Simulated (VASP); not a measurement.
A run of VASP 6.6.1 is set up as follows.

Contents of INCAR:

```
SYSTEM = Cu
ALGO     = Fast           ! electronic algorithm
EDIFF    = 1E-6           ! SCF threshold, eV
ENCUT    = 520            ! plane-wave cutoff, eV
GGA      = PE             ! functional
ISIF     = 2              ! what is computed and relaxed
ISMEAR   = 1              ! smearing method
LASPH    = .True.         ! aspherical terms in the spheres
LCHARG   = .True.         ! write CHGCAR
LELF     = .True.         ! ELF
LREAL    = Auto         
LVHAR    = .True.       
LWAVE    = .False.        ! write WAVECAR
NBANDS   = 120            ! bands
NELM     = 100            ! most SCF steps
PREC     = Accurate       ! precision mode
SIGMA    = 0.1            ! smearing width, eV
```

Contents of KPOINTS:

```
k-points
0
Gamma
  6 6 1
  0 0 0
```

Contents of POSCAR:

```
Cu
1.0
    5.1436332366      0.0000000000      0.0000000000
    0.0000000000      5.1436332366      0.0000000000
    0.0000000000      0.0000000000     20.0435472332
Cu
19
Direct
    0.0000000000      0.0000000000      0.0000000000
    0.0000000000      0.0000000000      0.1806784980
    0.0000000000      0.0000000000      0.3551552081
    0.0000000000      0.5000000000      0.0000000000
    0.0000000000      0.5000000000      0.1796602178
    0.0000000000      0.5000000000      0.3552706273
    0.5000000000      0.0000000000      0.0000000000
    0.5000000000      0.0000000000      0.1804470404
    0.5000000000      0.5000000000      0.0000000000
    0.5000000000      0.5000000000      0.1806784980
    0.5000000000      0.5000000000      0.3551552081
    0.2500000000      0.2500000000      0.0901665684
    0.2527844224      0.2472155776      0.2708870268
    0.2500000000      0.7500000000      0.0901665684
    0.2527844224      0.7527844224      0.2708870268
    0.7500000000      0.2500000000      0.0901665684
    0.7472155776      0.2472155776      0.2708870268
    0.7500000000      0.7500000000      0.0901665684
    0.7472155776      0.7527844224      0.2708870268
```

Potentials or basis: VASP PAW PBE potentials, release 64 (Cu).

Command:

```console
$ cat potpaw_PBE.64/Cu/POTCAR > POTCAR
$ mpirun -np 1 vasp_std > vasp.out
```

(1) Estimate the band gap on the k mesh.

(2) Predict the largest force.

Answers

(1) none (metal or under the smearing width).

(2) 0.206 eV/Å.
